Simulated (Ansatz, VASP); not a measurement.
One calculation of NiO2, two programs

INCAR

```
PREC = Accurate
ENCUT = 520
EDIFF = 1E-7
ISMEAR = 0
SIGMA = 0.05
LREAL = False
LASPH = True
NELM = 100
ALGO = Normal
ISIF = 2
LWAVE = False
LCHARG = False
NBANDS = 18
```

KPOINTS

```
regular mesh
0
Gamma
  12 12 6
```

The input POSCAR:

```
NiO2
1.0
    2.8038519370      0.0000000000      0.0000000000
   -1.4019259685      2.4282070059      0.0000000000
    0.0000000000      0.0000000000      4.0838103463
Ni O
1 2
Direct
    0.0000000000      0.0000000000      0.5000000000
    0.6666666667      0.3333333333      0.7305104846
    0.3333333333      0.6666666667      0.2694895154
```

Input for Ansatz:

```yaml
crystal:
  lattice:
    - [2.803851937, 0.0, 0.0]
    - [-1.4019259685, 2.4282070059, 0.0]
    - [0.0, 0.0, 4.0838103463]
  atoms:
    - { symbol: Ni, position: [0.0, 0.0, 0.5] }
    - { symbol: O, position: [0.6666666667, 0.3333333333, 0.7305104846] }
    - { symbol: O, position: [0.3333333333, 0.6666666667, 0.2694895154] }
basis:
  ecutwfc: 520.0
kpoints:
  mp_grid: { grid: [12, 12, 6] }
hamiltonian:
  xc: lda
  pseudopotentials: { kind: paw }
scf:
  occupations: { method: gaussian, width: 0.05 }
output:
  forces: true
  stress: true
  eigenvalues: true
```

Alike in both runs: task single point; functional LDA; k mesh 12 × 12 × 6; occupations gaussian, width 0.05 eV; no spin polarisation.

|  | VASP | Ansatz |
| --- | --- | --- |
| version | VASP 6.6.1 | Ansatz 0.2.0 |
| potentials or method | VASP PAW LDA potentials, release 64 (Ni, O) | scalar-relativistic, plane waves, PAW |
| plane-wave cutoff (eV) | 520 | 520 |
| valence electrons in the cell | 22 | 30 |

|  | VASP | Ansatz | Ansatz less VASP |
| --- | --- | --- | --- |
| gap on the k mesh at the Fermi level (eV) | 0.59 | 0.62 | +0.035 |
| least direct gap on the mesh (eV) | 0.81 | 0.84 | +0.028 |
| pressure (GPa) | -9.2 | -10.2 | -0.98 |
| largest component of the traceless stress (GPa) | 2.25 | 2.78 | +0.522 |
| rms of the force components (eV/Å) | 0.329 | 0.371 | +0.0418 |

Atom by atom the forces differ by 0.042 eV/Å (rms over components). The two sets of potentials don't hold the same shells in valence.

A k mesh can miss the band edges. Spin polarisation is off, so any magnetic state and its effect on volume and gap are missing.
